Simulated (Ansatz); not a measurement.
# TaN/MgO/RuAl: predicting the conductance of a thicker barrier

Set-up. Ansatz 0.2.0, plane waves with PAW datasets, PBE. Interfaces are relaxed in a short slab (with D3(BJ) where the barrier is layered), set between ideal electrode layers that go on as semi-infinite leads, and the zero-bias conductance G at 300 K comes from T(E) on a typed mesh. The error is the largest of the program's estimates from energy step, mesh, the leads' potential steps and neutrality; its separate bound for narrow resonances between the energies solved isn't counted and can be far larger. The lower electrode is TaN (rock salt 001), the upper RuAl (B2 001) and the barrier MgO (rock salt 001), on a net of side 3.065 Å; d is the distance between the electrodes' last planes.

What is known so far:

| planes in the barrier | d (Å) | G (S/m²) | error (%) | lead step (meV) |
| --- | --- | --- | --- | --- |
| 2 | 6.49 | 6.76e12 | 49 | 16 |
| 3 | 8.60 | 2.58e11 | 26 | 17 |
| 4 | 10.71 | 1.63e10 | 68 | 18 |
| 5 | 12.83 | 1.52e9 | 50 | 17 |
| 6 | 14.94 | 2.63e8 | 71 | 17 |
| 7 | 17.05 | 6.02e7 | 80 | 17 |
| 9 | 21.28 | 4.06e6 | 89 | 17 |

Task: A further run has 10 planes, d = 23.40 Å. Fit G ∝ exp(−βd) to the rows shown and predict its conductance.

A: Take y = ln G: 29.54, 26.27, 23.51, 21.14, 19.39, 17.91 and 15.22. The means are d = 13.13 Å and y = 21.86; Σ(Δd Δy) = −148.87 and Σ(Δd)² = 155.62, so the slope is −0.957 Å⁻¹ (β = 0.957 Å⁻¹). At d = 23.40 Å, y = 21.86 − 0.957 × 10.27 = 12.03, or G = 1.68e5 S/m².

Check: The run gave 1.13e6 S/m², with an error estimate of 95 % and a lead step of 17 meV. The prediction is 0.148 times that, too low by a factor of 6.7. Step by step the slopes are 1.55, 1.31, 1.12, 0.83, 0.70, 0.64 and 0.60 Å⁻¹, falling with thickness. How much of this is a real bend and how much error of the rows wasn't traced.

Caveats: The interfaces are ideal, one cell wide, strained to a common net and relaxed from one registry with their symmetry kept. PBE's gaps are too small, so true decay constants are likely larger where the Fermi level lies deep in a gap. No spin-orbit coupling, phonons, disorder or image charges enter. The rows shown are chosen by tests on error estimates (under 100 to 120 %), lead steps (under 150 meV, though the program warns over 25), intact interfaces and, for fits, a steady trend in the rows shown; the data set holds 414 series of this kind, and not all pass.
